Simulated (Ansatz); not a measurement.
# Formation energy and levels of the self-interstitial O_i (8-fold void) in Al2O3 (R-3c), part 2 of 2

Aim: at which Fermi levels does O_i (8-fold void) in Al2O3 (R-3c) change its charge? The model is a cell of 80 host atoms with 1 O put in.

Ansatz; place-levels on PBEsol runs: charge-transition levels and formation energies with image-charge correction and potential alignment at the atomic sites.

So far. Step 3 (Placing the levels, PBEsol): Under PBEsol the gap is 6.03 eV, (+1/0) 0.37, (0/−1) 4.07, (−1/−2) 2.10 eV; the steps are inverted, so the lowest state changes at (0/−2) 3.09 eV.

### 4. Placing the levels, r2SCAN

Level of this step: place-levels on r2SCAN runs: charge-transition levels and formation energies with image-charge correction and potential alignment at the atomic sites (Ansatz).

r2SCAN on the same structure is run to see how far the result rests on the functional, though not on the errors that semilocal functionals share; the sampling changes too, to one point at (¼, ¼, ¼), so differences hold both changes.

File qm2.r2scan/input.yaml:

```yaml
crystal:
  checkpoint: "../qm2.relax.run"
  host: checkpoint
total_charge: -2
basis:
  ecutwfc: 500
  xc_grid: 2
hamiltonian:
  xc: r2scan
kpoints:
  mp_grid: { grid: [1, 1, 1], shift: [0.25, 0.25, 0.25] }
scf:
  occupations: { method: fermi_dirac, width: 0.01 }
  max_iter: 80
output:
  forces: true
  eigenvalues: true
  charged_corrections:
    epsilon: [3.3, 3.3, 3.26]
    static_epsilon: [9.72, 9.72, 11.81]
    defect_position: [0.494839, 0.495925, 0.009237]
checkpoint:
  write: "../qm2.r2scan.run"
  compress: false
  write_wavefunctions: false
  write_every: 100000
```

The job ended after 13 s (8 threads of Arm Neoverse V2, shared host; peak memory 1.8 GiB).

File levels.r2scan.yaml:

```yaml
host:
  run: host.r2scan.run
  levels_from: { run: edges.r2scan.run }
states: [qm2.r2scan.run, qm2_M2.r2scan.run, qm1_M1.r2scan.run, q0.r2scan.run, q0_M2.r2scan.run, qp1_M1.r2scan.run]
geometry_from:
  qm2.r2scan.run: qm2.relax.run
  qm2_M2.r2scan.run: qm2_M2.relax.run
  qm1_M1.r2scan.run: qm1_M1.relax.run
  q0.r2scan.run: q0.relax_smeared.run
  q0_M2.r2scan.run: q0_M2.relax.run
  qp1_M1.r2scan.run: qp1_M1.relax.run
  host.r2scan.run: host.relax.run
chemical_potentials:
  O:
    energy: -565.983079
    dataset: "<sha256 of the dataset>"
```

Command:

```bash
> ansatz place-levels levels.r2scan.yaml -- --threads 8 --pin off --max-ram 22609MiB
```

Numbers of over 12 decimals in the logs are rounded to 6 here.

Output:

```text
(+1/0) 0.594 eV above the valence edge, 6.433 eV under the conduction edge
[...]
formation energy of charge +1: +3.257 eV with the Fermi level at the valence edge
formation energy of charge 0: +3.850 eV with the Fermi level at the valence edge
formation energy of charge -1: +8.125 eV with the Fermi level at the valence edge
formation energy of charge -2: +11.459 eV with the Fermi level at the valence edge
  edges by r2scan of host.levels_from (edges.r2scan.run), its mesh sampled to repeats of 33.42 Å (the valence edge +0.058 eV and the conduction edge -0.290 eV from those of the host's own run), gap 7.027 eV; the host is sampled to repeats of 9.55 Å
[... the lines on each state left out ...]
```

It took 0.35 s on 8 threads.

Under r2SCAN the gap is 7.03 eV, (+1/0) 0.59, (0/−1) 4.27, (−1/−2) 3.33 eV; the steps are inverted, so the lowest state changes at (0/−2) 3.80 eV; the stage before (PBEsol, at other k-points) gave a gap of 6.03 eV and levels within 1.23 eV of these.

### 5. What a wrong or other choice does

The levels are placed again with one choice changed, to see how much they rest on it.

levels.try0.yaml is levels.point.yaml with these lines changed:

```diff
-epsilon: [3.3, 3.3, 3.26]
-static_epsilon: [9.72, 9.72, 11.81]
+epsilon: 500.0
+static_epsilon: 500.0
```

Command:

```bash
> ansatz place-levels levels.try0.yaml -- --threads 8 --pin off --max-ram 22609MiB
```

Output:

```text
(+1/0) 0.517 eV above the valence edge, 5.512 eV under the conduction edge
[...]
formation energy of charge +1: +3.037 eV with the Fermi level at the valence edge
formation energy of charge 0: +3.554 eV with the Fermi level at the valence edge
formation energy of charge -1: +7.480 eV with the Fermi level at the valence edge
formation energy of charge -2: +9.137 eV with the Fermi level at the valence edge
vertical -2 to 0: no energy, since no alignment is typed
vertical -2 to 0: no energy, since no alignment is typed
vertical -1 to 0: no energy, since no alignment is typed
vertical +1 to 0: no energy, since no alignment is typed
  edges by pbesol, gap 6.030 eV; the host is sampled to repeats of 19.10 Å
[... the lines on each state left out ...]
```

The change: a very large dielectric constant, which removes the point-charge term and changes the alignment.

Levels in eV above the valence top; the changed ones are not the defect's:

```csv
,gap (eV),(+1/0),(0/−1),(−1/−2)
changed,6.03,0.52,3.93,1.66
as set up,6.03,0.37,4.07,2.10
```

The largest shift is 0.44 eV.

### 6. The ladder

Levels between neighbouring charges, in eV above each run's own valence top:

```csv
,gap (eV),(+1/0),(0/−1),(−1/−2),CPU time a state at this stage (restarts are quicker than cold starts)
"PBEsol, 2×2×2 shifted mesh",6.03,0.37,4.07,2.10,7.9 min
"r2SCAN on PBEsol structures, (¼, ¼, ¼)",7.03,0.59,4.27,3.33,3.5 min
```

### 7. Summary of results

```yaml
gap_of_the_host: 6.03 eV (PBEsol)
level_plus_1_over_0: 0.37 eV above the valence top
level_0_minus_1: 4.07 eV above the valence top, not a change between lowest states
level_minus_1_minus_2: 2.10 eV above the valence top, not a change between lowest states
level_0_minus_2: 3.09 eV above the valence top
lowest_of_the_charges_placed_just_above_the_valence_top_0p02_ev: +1
lowest_of_the_charges_placed_just_below_the_conduction_bottom_0p02_ev: −2
lowest_formation_energy_at_mid_gap_of_the_charges_run_al_rich: 8.71 eV
lowest_formation_energy_at_mid_gap_of_the_charges_run_o_rich: 3.55 eV
```

In words: Of the charges placed (−2, −1, 0 and +1), the lowest changes at 0.37 eV (+1/0) and 3.09 eV (0/−2) above the valence top, in a gap of 6.03 eV. (0/−2) passes over charge −1, which lies 0.99 eV above the two there; a lower structure or spin state of it, if missed, would change that. Charges above +1 and below −2 were not placed, so these runs say nothing of levels that involve them. States placed: +1 at 1 μB; 0 at 0 μB and 2 μB; −1 at 1 μB; −2 at 0 μB and 2 μB. Other spin states or structures, where not listed, weren't placed. At charge −2, 0 and +1 the atom put in ends up to 1.3 Å from its starting place, so the name tells the start alone and the levels can join different sites. The program doubts the alignment of potentials for at least one state, a sign that the cell is small. Keep in mind: PBEsol makes the gap too small and tends to spread out bound carriers; where a gas molecule sets a chemical potential or the host's formation energy, its binding is uncorrected.

Computed beside measured:

```
                                                                                                 quantity  measured           PBEsol           r2SCAN
band gap (least gap of the host; the measured gap is an optical one, which needn't be the least gap) (eV)       8.7  6.03 (-2.67 eV)  7.03 (-1.67 eV)
```

Measured values from pmc:5906618 (2018).

**Verdict.** For the band gap, of the levels listed nearest comes r2SCAN (-1.67 eV, a clear miss) and farthest PBEsol (-2.67 eV, a clear miss). Local and semilocal functionals usually give gaps below the measured ones. An optical gap can lie under the band gap by the exciton's binding. Zero-point and thermal motion shift the measured gap.

[Logs are printed without paths, hosts, clocks, repeated set-up lines and the standing remarks that a program may print on its own settings, such as how far it seeks lower states.]

[Hosts, paths, dates, database ids (printed as entryN), source tags and the programs' standing remarks are cut or masked in the printed files.]

[Where a table of states has a column of steps, it counts the stored structures, which are thinned; the runs took as many ionic steps or more.]

[A defect's name tells the site on which it was built; relaxed atoms can leave that site.]

[For some hosts the program warned that the k-mesh of the response run may be too coarse for force constants and the static dielectric constant; such warnings are not shown here.]
